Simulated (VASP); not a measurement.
Input of a VASP 6.6.1 run:

File INCAR:

```
SYSTEM = KI
PREC = Accurate
ENCUT = 520
EDIFF = 1E-7
ISMEAR = 0
SIGMA = 0.5
LREAL = .False.
LASPH = .True.
NELM = 100
ALGO = Normal
ISIF = 2
LWAVE = .False.
LCHARG = .False.
GGA = PS
NBANDS = 15
```

KPOINTS

```
regular mesh
0
Gamma
  4 4 4
  0 0 0
```

File POSCAR:

```
KI
1.0
    0.0000000000      3.5445661619      3.5445661619
    3.5445661619      0.0000000000      3.5445661619
    3.5445661619      3.5445661619      0.0000000000
K I
1 1
Direct
    0.0000000000      0.0000000000      0.0000000000
    0.5000000000      0.5000000000      0.5000000000
```

Potentials or basis: VASP PAW PBE potentials, release 64 (K_sv, I).

Command:

```bash
$ cat potpaw_PBE.64/K_sv/POTCAR potpaw_PBE.64/I/POTCAR > POTCAR
$ mpirun -np 1 vasp_std > vasp.out
```

(1) What does it give for the pressure?

(2) Estimate the band gap on the k mesh.

## Answers

(1) -0.4 GPa.

(2) 3.79 eV, direct.

Caveat: the PAW data sets were made with another functional, which shifts forces and pressure a little; spin-orbit coupling is left out, which moves the levels of the heavy elements.

**The experiment to reproduce.**

From a printed reference work, monograph, for a bulk crystal of KI: band gap 6.32 eV.

Measured gap of KI: 6.32 eV (a printed reference work, monograph). This calculation gives 3.79 eV (-2.53 eV). Spin-orbit coupling on I is left out. The value is that of PBEsol, without temperature or zero-point motion. Semilocal functionals fall short of measured gaps as a rule.
